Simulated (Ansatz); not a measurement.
# Re: which structure wins, scalar-relativistic

Aim: relax Re in several structures (fcc, bcc, hcp) and rank them by energy, scalar-relativistic. The runs shown use PAW and LAPW.

Computed with Ansatz 0.2.0 (DFT PBE, with the methods named in each step, unless a step's input says otherwise).

## (1) The structure to begin with

The structure is cubic, space group Fm-3m (No. 225). The conventional cell has a = 3.911 Å, b = 3.911 Å, c = 3.911 Å, α = 90.00°, β = 90.00°, γ = 90.00°. Re (site symmetry m-3m) has 12 Re at 2.77 Å as nearest neighbours.

As a file:

```cif
data_structure
_symmetry_space_group_name_H-M 'P 1'
_symmetry_Int_Tables_number 1
_cell_length_a 2.7655
_cell_length_b 2.7655
_cell_length_c 2.7655
_cell_angle_alpha 60.000
_cell_angle_beta 60.000
_cell_angle_gamma 60.000
_cell_volume 14.95
loop_
_atom_site_label
_atom_site_type_symbol
_atom_site_fract_x
_atom_site_fract_y
_atom_site_fract_z
_atom_site_occupancy
Re1 Re 0.00000 0.00000 0.00000 1
```

## (2) Fcc relaxed, PAW

The input, input.yaml:

```yaml
crystal:
  lattice:
    - [0.0, 1.9554744261, 1.9554744261]
    - [1.9554744261, 0.0, 1.9554744261]
    - [1.9554744261, 1.9554744261, 0.0]
  atoms:
    - { symbol: Re, position: [0.0, 0.0, 0.0] }
kpoints:
  mp_grid: { grid: [18, 18, 18] }
scf:
  occupations: { method: fermi_dirac, width: 0.05 }
hamiltonian:
  xc: pbe
  pseudopotentials: { kind: paw }
output:
  forces: true
  stress: true
relax:
  f_tol: 0.005
  max_steps: 40
  cell: {}
```

The run is started by

```
$ ansatz run input.yaml --threads 1 --pin off --max-ram 3072MiB --backend cpu --events-out ev --progress --plain --runs-dir out
```

The runs that follow: Fcc relaxed, LAPW; Bcc relaxed, PAW; Bcc relaxed, LAPW; Hcp relaxed, PAW; Hcp relaxed, LAPW.

What does the calculation give? Wanted: lowest (for each run or level that gives them).

As calculated:

```
     quantity                         value
lowest (LAPW)  hcp, 65.1 meV/atom under fcc
 lowest (PAW)  hcp, 65.2 meV/atom under fcc
```

What this shows: By LAPW the order is hcp < fcc < bcc. By PAW the order is hcp < fcc < bcc. The methods agree on the lowest phase. Only these structures were tried, with electrons smeared by 0.05 eV and without vibrations, so the true ground state may be another. The k meshes differ between phases and weren't tested, which can move differences by some meV. Spin-orbit coupling is left out, though the cell holds Re; in elements this heavy it can shift bands and gaps by tenths of an eV.
